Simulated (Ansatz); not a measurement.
This run works on a generated trial structure, not on a known crystal.

Input and command of a plane-wave DFT calculation in Ansatz:

```yaml
crystal:
  lattice:
    - [-2.06443572, 2.06443572, 5.12472188]
    - [2.06443572, -2.06443572, 5.12472188]
    - [2.06443572, 2.06443572, -5.12472188]
  atoms:
    - { symbol: Hf, position: [0.0, 0.0, 0.0] }
    - { symbol: Hf, position: [0.75, 0.25, 0.5] }
    - { symbol: Hf, position: [0.25, 0.75, 0.5] }
    - { symbol: B, position: [0.09825734, 0.59825734, 0.5] }
    - { symbol: B, position: [0.59825734, 0.09825734, 0.5] }
    - { symbol: B, position: [0.90174266, 0.40174266, 0.5] }
    - { symbol: B, position: [0.40174266, 0.90174266, 0.5] }
basis:
  ecutwfc: 420
kpoints:
  mp_grid: { grid: [6, 6, 6] }
hamiltonian:
  xc: pbe
scf:
  occupations: { method: gaussian, width: 0.2 }
  lower_state_search: "off"
output:
  forces: true
  stress: true
  eigenvalues: true
relax:
  adjacent_minimum: "off"
  f_tol: 0.08
  max_steps: 16
  cell: { stress_tol: 0.8 }
```

```bash
ansatz run input.yaml --threads 1 --pin off --max-ram 2560MiB --backend cpu --events-out ev --progress --plain --runs-dir out
```

Processor: Arm Neoverse V2, 1 thread, on a host shared with other jobs.

Question: How long does it run, and how much memory does it take?

Answer: About 96 s, peak memory 0.46 GiB. It solves 54 bands at 30 k points (after reduction by symmetry) with about 2397 plane waves (on the last cell), in 65 SCF iterations over 10 ionic steps.
